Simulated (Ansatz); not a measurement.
**CdTe: a single-point run**

Aim: a sound single-point run of CdTe. The structure is shown as the input types it. The cell is built on a prototype (rocksalt) and needn't be the phase found in nature.

Program: Ansatz 0.2.0. Level of theory: density functional or hybrid calculation with the settings of its input, plane waves (as first typed). These are calculated values, not measurements.

4 further runs of the same task are left out: 1 for a known fault of the program, 3 that didn't finish.

### Step 1. Starting point

Symmetry: Fm-3m, No. 225, cubic system. The conventional cell has a = 6.089 Å, b = 6.089 Å, c = 6.089 Å, α = 90.00°, β = 90.00°, γ = 90.00°. Around Cd (site symmetry m-3m) lie 6 Te at 3.04 Å. Around Te (site symmetry m-3m) lie 6 Cd at 3.04 Å.

The input asks for a charge of +2 e on the cell.

Coordinates:

```
CELL_PARAMETERS angstrom
0.00000 3.04436 3.04436
3.04436 0.00000 3.04436
3.04436 3.04436 0.00000
ATOMIC_POSITIONS crystal
Cd 0.00000 0.00000 0.00000
Te 0.50000 0.50000 0.50000
```

### Step 2. The calculation

Contents of input.yaml:

```yaml
crystal:
  lattice:
    - [0.0, 3.0443556759, 3.0443556759]
    - [3.0443556759, 0.0, 3.0443556759]
    - [3.0443556759, 3.0443556759, 0.0]
  atoms:
    - { symbol: Cd, position: [0.0, 0.0, 0.0] }
    - { symbol: Te, position: [0.5, 0.5, 0.5] }
kpoints:
  mp_grid: { grid: [6, 6, 6] }
hamiltonian:
  xc: pbesol
scf:
  occupations: { method: fermi_dirac, width: 0.02 }
  n_extra_bands: 4
  max_iter: 77
output:
  forces: true
  stress: true
  eigenvalues: true
total_charge: 2
```

Run with:

```sh
$ ansatz run input.yaml --threads 4 --pin off --max-ram 3686MiB --backend cpu --events-out ev --progress --plain --runs-dir out
```

What happens when this is run?

This run ends as converged. That alone doesn't make the input a sound one.

In the input, total_charge is 2. The typed charge changes the electron count, so this is no longer the system that was meant.

To check: delete total_charge (the default then holds).
